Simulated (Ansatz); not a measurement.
## Stress against strain in C

```xyz
2
Lattice="0.0000 1.7834 1.7834 1.7834 0.0000 1.7834 1.7834 1.7834 0.0000" Properties=species:S:1:pos:R:3 pbc="T T T"
C     1.7834    1.7834    1.7834
C     2.6751    2.6751    2.6751
```

Atoms are numbered in the order listed.

The cell is COD entry 9008564, as deposited and not checked against the literature; nothing was relaxed.

Theory: Ansatz 0.2.0, DFT, PBE, all-electron LAPW, scalar-relativistic.

Numerical set-up: a Γ-centred 20×20×20 k mesh, Fermi–Dirac smearing of 0.08 eV, basis error target 0.5 meV/atom, no spin polarisation.

The strain is applied along the Cartesian axes of the cell as listed (the other components stay zero). Fractional coordinates are held (clamped ions).

σ is the change of stress from the unstrained cell, which is at 1.73 GPa; tension is positive, so slopes are stress–strain coefficients at that pressure.

Only quantities that a quadratic follows smoothly over the whole series are listed; rougher ones are left out.

```csv
εxx = εyy,σzz (GPa),σxx (GPa)
-0.0300,-9.17,-40.38
-0.0200,-5.78,-25.84
0.0000,0.00,0.00
0.0100,2.45,11.43
0.0200,4.65,21.95
0.0300,6.60,31.62
```

Q: Fit the series and read off the stiffness at zero strain.

A: Least-squares fits y = p0 + p1 x + p2 x² to the rows give σzz (GPa): p1 = 262, p2 = -1400; σxx (GPa): p1 = 1200, p2 = -4800. So 2 C12 = 262 GPa and C11 + C12 = 1198 GPa.

Q: One run, at εxx = εyy = -0.0100, is withheld. Predict its row.

A: The fits give -2.77, -12.49; the run gave -2.74, -12.40.
